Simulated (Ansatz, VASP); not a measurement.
**Si in VASP and in Ansatz**

```
Si
1.0
     0.00000    2.71753    2.71753
     2.71753    0.00000    2.71753
     2.71753    2.71753    0.00000
Si
2
Direct
  0.50000 0.50000 0.50000
  0.75000 0.75000 0.75000
```

Alike in both runs: functional PBEsol; k mesh 6 × 6 × 6; occupations fermi-dirac, width 0.05 eV; no spin polarisation.

Ansatz relaxed the structure, and its values are those at the end. VASP's run is a single point on that final structure, the one shown.

```csv
,VASP,Ansatz
version,VASP 6.6.1,Ansatz 0.2.0
potentials or method,"VASP PAW PBE potentials, release 64 (Si)","plane waves (420 eV) with PAW, scalar-relativistic"
plane-wave cutoff (eV),520,420
valence electrons in the cell,8,8
```

```csv
,VASP,Ansatz,Ansatz less VASP
pressure (GPa),0.1,0.0,-0.11
```

Ansatz warned: «pseudo_functional_mismatch».

Caveats: the PAW data sets were made with another functional, which shifts forces and pressure a little (VASP). A k mesh can miss the band edges.
